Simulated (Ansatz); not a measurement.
**Al: relaxation of cell and atoms**

Theory: DFT, PBE, PAW with Ansatz's default frozen-core files, scalar-relativistic (Ansatz 0.2.0).

Command: `ansatz run input.yaml --threads 1 --pin off --max-ram 2048MiB --backend cpu --events-out ev --progress --plain --runs-dir out` The run took about 2.8 s on 1 thread of a shared machine.

```yaml
crystal:
  lattice:
    - [0.0, 3.0544880975, 3.0544880975]
    - [3.0544880975, 0.0, 3.0544880975]
    - [3.0544880975, 3.0544880975, 0.0]
  atoms:
    - { symbol: Al, position: [0.0, 0.0, 0.0] }
    - { symbol: Al, position: [0.25, 0.25, 0.25] }
kpoints:
  mp_grid: { grid: [9, 9, 9] }
scf:
  occupations: { method: fermi_dirac, width: 0.08 }
hamiltonian:
  xc: pbe
  pseudopotentials: { kind: paw }
output:
  forces: true
  stress: true
  write_density: true
  write_potential: true
  elf: true
  volumetric_format: npy
relax:
  f_tol: 0.005
  max_steps: 80
  cell: {}
```

The cell is built from the diamond type as a first guess.

The cutoff is 420 eV; energies and pressures of the walk include the program's estimate of the Pulay term.

Each frame lists the cell vectors (Å), then Cartesian positions (Å); symmetry keeps all forces zero. Free energies count from the first step, -1073.5214 eV.

The walk took 4 evaluations in all; steps that aren't listed are left out.

Step 1: E = 0.0 meV, P = -1.08 GPa

```
cell 0.0000 3.0545 3.0545 3.0545 0.0000 3.0545 3.0545 3.0545 0.0000
Al    0.0000    0.0000    0.0000
Al    1.5272    1.5272    1.5272
```

Step 2: E = -6.2 meV, P = -0.11 GPa

```
cell 0.0000 3.0266 3.0266 3.0266 0.0000 3.0266 3.0266 3.0266 0.0000
Al    0.0000    0.0000    0.0000
Al    1.5133    1.5133    1.5133
```

Problem. How does the relaxation end?

Solution. It converges, with a = 6.047 Å, b = 6.047 Å, c = 6.047 Å, α = 90.00°, β = 90.00°, γ = 90.00° (conventional cell, space group Fd-3m). The last solve (on a basis chosen afresh for the final cell, so its energy is not quite comparable) gives E = -6.0 meV, P = 0.00 GPa:
```
cell 0.0000 3.0233 3.0233 3.0233 0.0000 3.0233 3.0233 3.0233 0.0000
Al    0.0000    0.0000    0.0000
Al    1.5117    1.5117    1.5117
```
